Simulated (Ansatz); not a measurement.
# Si (P6_3/mmc) in Ansatz: a series of runs

One crystal, Si, is run at these levels: HSE06, PBE0; tasks: band structure.

Program: Ansatz 0.2.0. These are calculated values, not measurements. Logs are shortened: lines on timing, memory, paths and dates and some standing lists are left out, and cuts for length are marked.

## Step 1: The crystal as given

It takes space group P6_3/mmc (No. 194, hexagonal). Conventional cell: a = 3.831 Å, b = 3.831 Å, c = 6.333 Å, α = 90.00°, β = 90.00°, γ = 120.00°. Si (site symmetry 3m) has 4 Si at 2.35 to 2.37 Å as nearest neighbours.

This isn't the form of Si at room conditions, which is diamond.

## Step 2: Band structure, HSE06

The input, input:

```
crystal:
  lattice:
    - [3.8313174605, 0.0, 0.0]
    - [-1.9156587303, 3.3180182508, 0.0]
    - [0.0, 0.0, 6.3326220002]
  atoms:
    - { symbol: Si, position: [0.6666666667, 0.3333333333, 0.9369905] }
    - { symbol: Si, position: [0.3333333333, 0.6666666667, 0.4369905] }
    - { symbol: Si, position: [0.6666666667, 0.3333333333, 0.5630095] }
    - { symbol: Si, position: [0.3333333333, 0.6666666667, 0.0630095] }
hamiltonian:
  xc: hse06
  pseudopotentials: { kind: paw }
kpoints:
  mp_grid: { grid: [6, 6, 4] }
  band_path:
    path:
      - [[0.0, 0.0, 0.0], [0.5, 0.0, 0.0], [0.3333333333, 0.3333333333, 0.0], [0.0, 0.0, 0.0], [0.0, 0.0, 0.5], [0.5, 0.0, 0.5], [0.3333333333, 0.3333333333, 0.5], [0.0, 0.0, 0.5]]
      - [[0.5, 0.0, 0.5], [0.5, 0.0, 0.0]]
      - [[0.3333333333, 0.3333333333, 0.0], [0.3333333333, 0.3333333333, 0.5]]
    npoints: 4
scf:
  occupations: { method: fermi_dirac, width: 0.05 }
  n_extra_bands: 10
output:
  forces: true
  stress: true
  eigenvalues: true
  fatbands: false
```

Potentials or basis: Ansatz PAW.

Standard output:

```text
Warning: output.stress: scf.convergence.dr2_threshold = 1e-7 eV (the SCF's general default) is looser than the 4e-10 eV advised for a printed stress (1e-10 eV for each atom of the cell: 4). What an SCF threshold leaves in a stress goes as its square root, and in the free energy as the threshold itself, and one threshold admits the most on a small cell: of the crystals measured, under no hybrid functional and no lock of the moments, on runs that ended without the residual-converged pass, on stresses that held no estimate of that error, the worst erred by over 100 MPa in a component at 1e-7 eV an atom and by under 5 at 1e-10. Set scf.convergence.dr2_threshold to 4e-10 eV or tighter. The threshold is an SCF's pass mark: one that does not reach it within its budget of iterations ends unconverged, or closes short of it on a stop that the run arms, and scf.convergence.dr2_threshold's page says what that costs each kind of run
Warning: output.stress: scf.exx.energy_threshold = 1e-6 eV is looser than the 4e-8 eV advised for a stress under a hybrid functional (1e-8 eV for each atom of the cell: 4). Every SCF of the exchange loop can meet its threshold on dr2 while the loop round them stops early: no threshold on dr2 bounds what that leaves in the stress. Set scf.exx.energy_threshold to 4e-8 eV or tighter. The threshold is the loop's pass mark: a loop that does not reach it within its budget of cycles ends unconverged, and scf.exx.energy_threshold's page has the law
scf.n_extra_bands = 10 over 8 filled bands (N_el = 16.0): the run solves 18 bands
GPUs: using 1 of 1 available (devices: 1).
Engine: ansatz 0.2.0, x86_64-unknown-linux-gnu
Pseudopotentials: kind: paw
Pseudopotential: Si, paw, valence charge 4, recommended cutoff 420 eV (normal), Si.paw.azcp
Functional definition: HSE06
  parameter a = 0.25
  parameter omega = 0.11/bohr
  exchange = pbe_x - a*pbe_x_sr(omega) + a*exact_x_sr(omega)
  correlation = pbe_c
device memory: the entry about to start is reckoned to put 0.6 GiB on a device that reports 39.4 GiB free (of which the cap on the GPU budget leaves the run 18.0 GiB)
GPU FFT provider: cuFFT
GPU libraries: cuBLAS 13.8.2, cuFFT 12.4.0, cuSOLVER 12.3.4
Crystal: 4 atoms, lattice volume = 80.503 Å³
Basis set: ecut = 420 eV, 1581 PW (Γ), exchange–correlation on 54×54×90 points (8 copies of the dense FFT grid, shifted against one another)
Bands: 18, of which v1, the nominal top of the filled ones, is band 8 counted from 1 (7 counted from 0)
Symmetry: 24 space group operations
Space group: P63/mmc (ITA 194), of the structure as read, at distance tolerance 4.3e-5 Å
k-points: 21 of 144
Non-local potential: Si, projectors of the file, l = 0: 2, l = 1: 2, l = 2: 2
PAW form: soft (Blöchl's): semilocal exchange-correlation on the pseudo side does not see the compensation charge
PAW frozen core: Si, regenerated for the run's functional, and the local potential with it (the file was generated under x = pbe(κ = 0.804, μ = 0.2195149727645171), c = pbe(β = 0.06672455060314922))
PAW one-centre angular grid: Si, 110 points (default); XC on 64 Gauss nodes
Initial density: superposition of atomic densities (neutral atoms: chi_scale 0, normalization atom), corrected by the library's trained network
Initial wavefunctions: pseudopotential atomic-orbital guess
GPU buffer pool allocated for 32805 grid points (all kernels)
GPU transforms: local potential and band sums: pruned to the plane-wave sphere, on 25×25×45
Functional: x = pbe(κ = 0.804, μ = 0.2195149727645171), c = pbe(β = 0.06672455060314922), warm-up for x = pbe(κ = 0.804, μ = 0.2195149727645171) + 0.25 (exact − pbe) at short range (hse, ω = 0.20786987370883472 Å⁻¹), c = pbe(β = 0.06672455060314922); HSE06 as pw.x's `hse` composes it (authors' and Libxc's form: `xc: wpbeh`)
SCF iter   1: F=—  HF=-2543.150356 eV  |F-HF|=—  |Δ(HF+E_count)|=         —  Δρ=1.19e-3  dr2=9.90e-4  ethr=1.77e-3  ⟨swp⟩=10.5  Hψ=2079  notcnv=0
preconditioner: auto → none  [insulator: Δε(μ)=0.410 eV  Ē_g=10.224 eV  σ=0.050 eV  W_gap=0.97  n_scr=10 (ndim 8)  ℏωp=16.6 eV  f_vac=0.000  D(μ)=0.02/eV (n_scr^D=0)]
[... 35 lines left out ...]
SCF iter   3: F=-2545.104739 eV  HF=-2545.104739 eV  |F-HF|=3.87e-11  |Δ(HF+E_count)|=   2.81e-8  Δρ=4.61e-7  dr2=1.92e-10  ethr=5.44e-11  ⟨swp⟩=4.6  Hψ=800  notcnv=0  defer=13
SCF 3 converged in 3 iterations: F = -2545.104739 eV  dr2 = 1.92e-10
  Residual-converged pass: ⟨swp⟩=3.0  Hψ=691  notcnv=0  max |occ|·‖R‖ = 6.0e-7 eV (tolerance 6.3e-7 eV)  dr2=1.92e-10  dr2_onsite=3.12e-11  max |Δocc| = 4.4e-14
hybrid outer 2: dexx = +5.029e-8 eV, tail = 1.21e-9 eV, Δε = 3.03e-4 eV (about 6.37e-6 eV left of the loop's levels), ΔF = 3.94e-5 eV/Å (tail 4.81e-5)
device memory: the entry about to start is reckoned to put 0.4 GiB on a device that reports 39.4 GiB free (of which the cap on the GPU budget leaves the run 18.0 GiB)
NSCF: frozen V_eff on 39 k-points, pencils in batches of 32, up to order 80
hybrid SCF converged: 2 outer / 9 inner (+3 warm-up), last move |dexx| = 5.03e-8 eV, tail = 1.21e-9 eV
Stability not checked: this state was not tested for a lower state beside it, because the functional holds exact exchange (a hybrid, or Hartree-Fock), whose exchange loop this test does not read (fock_operator; see scf.lower_state_search)
Free energy (F): -2545.104739 eV
Frozen-core exchange: fock
Harris-Foulkes:  -2545.104739 eV  (|F-HF|=3.87e-11)
Internal energy: -2545.104737 eV  (E = F + TS)
E sigma→0 (E₀):  -2545.104738 eV
Entropy (-TS):   -0.000002 eV (-0.001 meV/atom)
Fermi energy:    6.591413 eV
--- Per-component energies (eV) ---
  E_band       = 4.411927
  E_kinetic    = 161.663118
  E_local      = -109.323177  (includes V_loc(G=0)·N_el)
  E_nonlocal   = 101.164765
  E_hartree    = 30.622112
  E_xc         = -179.943211
  E_vxc        = -152.717316  (∫ρ·V_xc dr)
  E_exx        = -22.314332  (= α·E_x^exact, valence–valence)
  E_paw        = -2071.080817  (= ΣΔE_a)
  E_vpaw       = -12.991017  (= ΣTr[D̂ρ^β])
  E_aug_tail   = 0.000024  (compensation charges beyond the density's cutoff)
  E_ewald      = -455.656753
  E_core_change = -0.236465  (= ΣΔE_core)
  E_smearing   = -0.000002  (= −TS)
  E_closure    = 0.000000  (closes the sum)
  Σ components = -2545.104739   (vs F -2545.104739, Δ=-4.55e-13)
--- Forces (eV/Å), atoms counted from 1 ---
  atom   1  Si    -0.00000000    -0.00000000     0.02128655
  atom   2  Si     0.00000000     0.00000000     0.02128655
  atom   3  Si    -0.00000000    -0.00000000    -0.02128655
  atom   4  Si     0.00000000     0.00000000    -0.02128655
  max |Σ_I F_I| component: 4.39e-17 eV/Å
--- Stress (GPa, compression-positive) ---
        0.023207       0.000000       0.000000
        0.000000       0.023207       0.000000
        0.000000       0.000000      -0.134192
  P = ⅓ Tr σ = -0.0293 GPa (-0.293 kbar)
--- Band table (eV; the first three rows and the last of 21) ---
  k-point 0: bands = ["-7.4244", "-4.8846", "-1.8662", "4.4512", "4.4512", "5.7492", "6.1205", "6.1205", "7.8089", "8.8243", "8.8243", "9.2105", "10.5816", "11.1508", "11.1508", "12.9237", "12.9237", "14.1035"]
  k-point 1: bands = ["-7.2014", "-5.5753", "-0.7417", "4.0614", "4.6250", "4.6250", "5.7581", "5.7581", "8.0248", "9.1520", "9.1520", "9.4115", "10.6941", "10.6941", "11.5330", "13.5591", "13.5591", "14.4187"]
  k-point 2: bands = ["-6.5506", "-6.5506", "1.4980", "1.4980", "5.1117", "5.1117", "5.1117", "5.1117", "8.6369", "8.6369", "9.8653", "9.8653", "9.8653", "9.8653", "14.0026", "14.0026", "15.1791", "15.1791"]
  k-point 20: bands = ["-3.5908", "-3.5908", "-2.0930", "-2.0930", "1.2293", "1.2293", "3.9411", "3.9411", "8.3388", "8.3388", "10.4602", "10.4602", "13.1928", "13.1928", "13.2851", "13.2851", "14.2766", "14.2766"]
```

Wall time 65 s (1 × NVIDIA H100 80GB HBM3 with 2 threads of AMD EPYC 7R13 (Zen 3), shared host); peak memory 2.1 GiB.

What came out:

```yaml
Free_energy: -2545.1047 eV
Pressure: 0.0 GPa
Largest_force: 0.021 eV/Å
Band_gap_on_the_k_mesh: 0.96 eV, indirect (least direct gap 1.69 eV)
Band_gap_along_the_path: 0.96 eV, indirect (least direct gap 1.69 eV)
```

Forces in eV/Å, atoms in the order of the input:
```
Si   0.000  0.000  0.021
Si   0.000  0.000  0.021
Si   0.000  0.000 -0.021
Si   0.000  0.000 -0.021
```

Levels at the corners of the path, in eV from the valence-band top:
```csv
point,band 4,band 5,band 6,band 7,band 8,band 9,band 10,band 11,band 12,band 13
Γ,-1.67,-1.67,-0.37,0.00,0.00,1.69,2.70,2.70,3.09,4.46
M,-6.60,-5.11,-3.36,-3.20,-1.58,0.96,3.07,3.63,3.87,5.37
K,-7.27,-5.67,-3.90,-3.90,-3.64,1.37,6.19,6.40,6.40,6.52
Γ,-1.67,-1.67,-0.37,0.00,0.00,1.69,2.70,2.70,3.09,4.46
A,-4.62,-1.01,-1.01,-1.01,-1.01,2.52,2.52,3.74,3.74,3.74
L,-8.03,-2.67,-2.67,-2.65,-2.65,1.51,1.51,2.29,2.29,6.58
H,-8.21,-4.89,-4.89,-2.18,-2.18,2.22,2.22,4.34,4.34,7.07
A,-4.62,-1.01,-1.01,-1.01,-1.01,2.52,2.52,3.74,3.74,3.74
L,-8.03,-2.67,-2.67,-2.65,-2.65,1.51,1.51,2.29,2.29,6.58
M,-6.60,-5.11,-3.36,-3.20,-1.58,0.96,3.07,3.63,3.87,5.37
K,-7.27,-5.67,-3.90,-3.90,-3.64,1.37,6.19,6.40,6.40,6.52
H,-8.21,-4.89,-4.89,-2.18,-2.18,2.22,2.22,4.34,4.34,7.07
```

Caveat: the PAW data sets come from PBE, with cores solved anew for the run's functional, which leaves a small shift of forces and pressure; the thresholds are loose for stress.

## Step 3: Band structure, PBE0

Changes to input since step 2:

```diff
@@ -11,3 +11,3 @@
 hamiltonian:
-  xc: hse06
+  xc: pbe0
   pseudopotentials: { kind: paw }
```

Potentials or basis: Ansatz PAW.

It took 44 s on 1 × NVIDIA H100 80GB HBM3 with 2 threads of AMD EPYC 7R13 (Zen 3), shared host; peak memory 2.1 GiB.

The run converged. Its results:

```yaml
Free_energy: -2545.7888 eV
Pressure: -0.2 GPa
Largest_force: 0.019 eV/Å
Band_gap_on_the_k_mesh: 1.62 eV, indirect (least direct gap 2.34 eV)
Band_gap_along_the_path: 1.62 eV, indirect (least direct gap 2.34 eV)
```

Forces on the atoms (eV/Å):
```
Si   0.000  0.000  0.019
Si   0.000  0.000  0.019
Si   0.000  0.000 -0.019
Si   0.000  0.000 -0.019
```

Stress tensor (GPa, compression positive):
```
-0.14  0.00  0.00
 0.00 -0.14  0.00
 0.00  0.00 -0.29
```

Levels at the corners of the path, in eV from the valence-band top:
```csv
point,band 4,band 5,band 6,band 7,band 8,band 9,band 10,band 11,band 12,band 13
Γ,-1.69,-1.69,-0.36,0.00,0.00,2.34,3.37,3.37,3.75,5.14
M,-6.69,-5.20,-3.40,-3.26,-1.60,1.62,3.74,4.32,4.56,6.08
K,-7.37,-5.77,-3.97,-3.97,-3.71,2.02,6.90,7.12,7.12,7.24
Γ,-1.69,-1.69,-0.36,0.00,0.00,2.34,3.37,3.37,3.75,5.14
A,-4.71,-1.02,-1.02,-1.02,-1.02,3.18,3.18,4.43,4.43,4.43
L,-8.14,-2.69,-2.69,-2.69,-2.69,2.16,2.16,2.96,2.96,7.30
H,-8.32,-4.98,-4.98,-2.20,-2.20,2.88,2.88,5.03,5.03,7.80
A,-4.71,-1.02,-1.02,-1.02,-1.02,3.18,3.18,4.43,4.43,4.43
L,-8.14,-2.69,-2.69,-2.69,-2.69,2.16,2.16,2.96,2.96,7.30
M,-6.69,-5.20,-3.40,-3.26,-1.60,1.62,3.74,4.32,4.56,6.08
K,-7.37,-5.77,-3.97,-3.97,-3.71,2.02,6.90,7.12,7.12,7.24
H,-8.32,-4.98,-4.98,-2.20,-2.20,2.88,2.88,5.03,5.03,7.80
```

Caveat: the PAW data sets come from PBE, with cores solved anew for the run's functional, which leaves a small shift of forces and pressure; the thresholds are loose for stress.
